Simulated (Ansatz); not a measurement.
# BaTe: a single-point run

The task is a single-point run on BaTe. The structure is shown as the input types it.

Method: density functional or hybrid calculation with the settings of its input, plane waves (as first typed), in Ansatz 0.2.0.

3 further runs of the same task are left out: 3 that didn't finish.

### 1 The structure to begin with

Symmetry: Fm-3m, No. 225, cubic system. Conventional cell: a = 7.065 Å, b = 7.065 Å, c = 7.065 Å, α = 90.00°, β = 90.00°, γ = 90.00°. Around Ba (site symmetry m-3m) lie 6 Te at 3.53 Å. Te (site symmetry m-3m) has 6 Ba at 3.53 Å as nearest neighbours.

The input asks for a charge of -2 e on the cell.

Structure file:

```cif
data_structure
_symmetry_space_group_name_H-M 'Fm-3m'
_symmetry_Int_Tables_number 225
_cell_length_a 7.0648
_cell_length_b 7.0648
_cell_length_c 7.0648
_cell_angle_alpha 90.000
_cell_angle_beta 90.000
_cell_angle_gamma 90.000
_cell_volume 352.61
loop_
_atom_site_label
_atom_site_type_symbol
_atom_site_symmetry_multiplicity
_atom_site_Wyckoff_symbol
_atom_site_fract_x
_atom_site_fract_y
_atom_site_fract_z
_atom_site_occupancy
Ba1 Ba 4 a 0.00000 0.00000 0.00000 1
Te1 Te 4 b 0.50000 0.00000 0.00000 1
```

### 2 Running it

input.yaml reads:

```yaml
crystal:
  lattice:
    - [0.0, 3.532379313, 3.532379313]
    - [3.532379313, 0.0, 3.532379313]
    - [3.532379313, 3.532379313, 0.0]
  atoms:
    - { symbol: Ba, position: [0.0, 0.0, 0.0] }
    - { symbol: Te, position: [0.5, 0.5, 0.5] }
kpoints:
  mp_grid: { grid: [4, 4, 4] }
hamiltonian:
  xc: pbe
scf:
  occupations: { method: fixed }
  n_extra_bands: 4
  max_iter: 77
output:
  forces: true
  stress: true
  eigenvalues: true
total_charge: -2
```

Command:

```bash
ansatz run input.yaml --threads 4 --pin off --max-ram 3686MiB --backend cpu --events-out ev --progress --plain --runs-dir out
```

What happens when this is run?

This run ends as converged, with warnings (band overlap at count, metallic iterate, unresolved pair at count). Its log warns: «a fill by count may have filled part of one level: at k-index 7 the highest filled band, 8.894796 eV, and the lowest empty band, 8.894796 eV, stand 3.375e-14 eV apart ...»

The suspect setting: total_charge is -2. The typed charge changes the electron count, so this is no longer the system that was meant.

To check: delete total_charge (the default then holds).
